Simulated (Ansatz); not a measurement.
MnO$_{2}$: how the free axis answers a strain

MnO$_{2}$, P4_2/mnm, a = 4.456 Å, c = 2.943 Å. Ansatz: PBE+U, PAW, 420 eV, Γ-centred 8×8×12 mesh on 6 atoms, Gaussian smearing 0.10 eV; U_eff Mn 3.90 eV; collinear spin, largest moment 2.8 μB. Series: biaxial strain in the a-b plane, c and atoms relaxed; x is the strain in per cent. y is the change of c in per cent of 2.943 Å.

```tsv
x (%)	y (%)
-4.0	?
-2.0	1.16
0.0	0.00
2.0	-0.88
4.0	-1.56
```

Problem. Fit y = c1 x + c2 x² to the other rows, say what c1 measures, and predict the missing y.

Solution. Least squares on the rows shown. y = −0.5136 x + 0.03136 x². With no stress along c, c1 = −2C13/C33 = -0.514. At x = -4.0 the fit asked for gives 2.56 %. The run gave 2.57 %, so the fit is 0.01 % too low, within the rms miss on the fitted rows (0.01 %). The form still works here, 33 % of the fitted range beyond its end.

The state reached may not be the lowest one. The program reads another magnetic order as possibly lower. Moments started parallel, and an antiferromagnetic order may lie lower.

Cost: 5 runs of about 16 core-minutes in all, on Arm Neoverse V1 (shared hosts).